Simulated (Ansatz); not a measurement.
The system is SiNi3.

```
CELL_PARAMETERS angstrom
3.54200 0.00000 0.00000
0.00000 3.54200 0.00000
0.00000 0.00000 3.54200
ATOMIC_POSITIONS crystal
Ni 0.50000 0.50000 0.00000
Ni 0.50000 0.00000 0.50000
Ni 0.00000 0.50000 0.50000
Si 0.00000 0.00000 0.00000
```

Base run:

```yaml
Program: Ansatz 0.2.0
Functional: PBE
Potentials_or_basis: Ansatz PAW
Cutoff: "420 eV (not typed: the program's choice for these potentials)"
k_mesh: 6 × 6 × 6
Occupations: fermi-dirac, width 0.05 eV
Spin: collinear spin, ferromagnetic start
Starting_moments: "[0.2666666667, 0.2666666667, 0.2666666667, 0.0] μB"
Fixed_moment: 0.8 μB
```

Its results: pressure -5.2 GPa; site moments Ni +0.28; Si -0.00 μB.

**Question.** The run is repeated on the same cell with these changes: fixed moment from 0.8 μB to 3.8 μB; moments at the start from [0.27, 0.27, 0.27, 0.0] to [1.27, 1.27, 1.27, 0.0]. What comes out?

**Answer.** Pressure 6.9 GPa; site moments Ni +1.09; Si +0.27 μB.

Caveats: the total moment is fixed, so each spin has its own Fermi level; the thresholds are loose for stress.
